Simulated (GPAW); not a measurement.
TiO2:

```
Ti O
1.0
     2.70603   -2.70666    0.00000
     2.70603    2.70666    0.00000
    -2.63353    0.00000    4.79664
Ti O
2 4
Direct
  0.86589 0.13411 0.75000
  0.13411 0.86589 0.25000
  0.08876 0.33122 0.16715
  0.91124 0.66878 0.83285
  0.66878 0.91124 0.33285
  0.33122 0.08876 0.66715
```

The cell is a database's computed one.

Base run:

```yaml
Program: GPAW 26.7.0
Functional: PBEsol
Potentials_or_basis: PAW data sets generated in the run's folder for this functional
Cutoff: 800 eV
Basis: pw
k_mesh: 5 × 5 × 4
Occupations: fermi-dirac, width 0.05 eV
Spin: no spin polarisation
```

Its results: band gap on the k mesh 2.01 eV, indirect (least direct gap 2.36 eV); pressure -6.4 GPa; largest force 0.202 eV/Å.

Q: The run is repeated on the same cell with these changes: functional from PBEsol to LDA; potentials or basis from PAW data sets generated in the run's folder for this functional to the program's PAW data sets (release 1.2.1) made for this functional. What comes out?

A: Band gap on the k mesh 1.96 eV, indirect (least direct gap 2.31 eV); pressure -12.0 GPa; largest force 0.319 eV/Å.

Not every run made on this cell is shown here.
